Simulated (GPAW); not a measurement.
Set up this calculation in GPAW 26.7.0, as an ASE script.

```yaml
Task: single point
Functional: vdW-DF2
Potentials_or_basis: GPAW PAW data sets (gpaw-data 1.2.1)
Cutoff: 600 eV
Basis: pw
k_mesh: 10 × 10 × 6
Occupations: fermi-dirac, width 0.05 eV
Spin: no spin polarisation
Maxiter: 150
```

The structure of Ti lies in POSCAR:

```
Ti
1.0
    2.9500000000      0.0000000000      0.0000000000
   -1.4750000000      2.5547749412      0.0000000000
    0.0000000000      0.0000000000      4.6800000000
Ti
2
Direct
    0.6666666667      0.3333333333      0.7500000000
    0.3333333333      0.6666666667      0.2500000000
```

One way to write it, as run:

run.py

```python
from ase.dft.bandgap import bandgap
from ase.io import read, write
from gpaw import GPAW, PW

atoms = read('POSCAR')

calc = GPAW(mode=PW(600),
            xc={'name': 'vdW-DF2', 'backend': 'libvdwxc'},
            kpts={'size': (10, 10, 6), 'gamma': True},
            occupations={'name': 'fermi-dirac', 'width': 0.05},
            nbands=24,
            convergence={'density': 1e-05, 'energy': 1e-05},
            maxiter=150,
            txt='gpaw.txt')
atoms.calc = calc
energy = atoms.get_potential_energy()
forces = atoms.get_forces()
calc.write('gs.gpw')
write('result.traj', atoms)
print(f'Energy: {energy:.6f} eV')
print('Forces (eV/A):')
print(forces.round(4))
print('Fermi level:', round(calc.get_fermi_level(), 4), 'eV')
print(f'Gap: {bandgap(calc)[0]:.4f} eV, direct: {bandgap(calc, direct=True)[0]:.4f} eV')
```

Potentials or basis: GPAW PAW data sets (gpaw-data 1.2.1), pw.

Run with:

```bash
$ OMP_NUM_THREADS=1 python run.py
```

It gave:

* Band gap on the k mesh: none (metal or under the smearing width)

Caveat: the PAW data sets were made with another functional, which shifts forces and pressure a little.

It took 42 s on 1 thread of Arm Neoverse V1, on a shared host, peak memory 0.19 GiB.
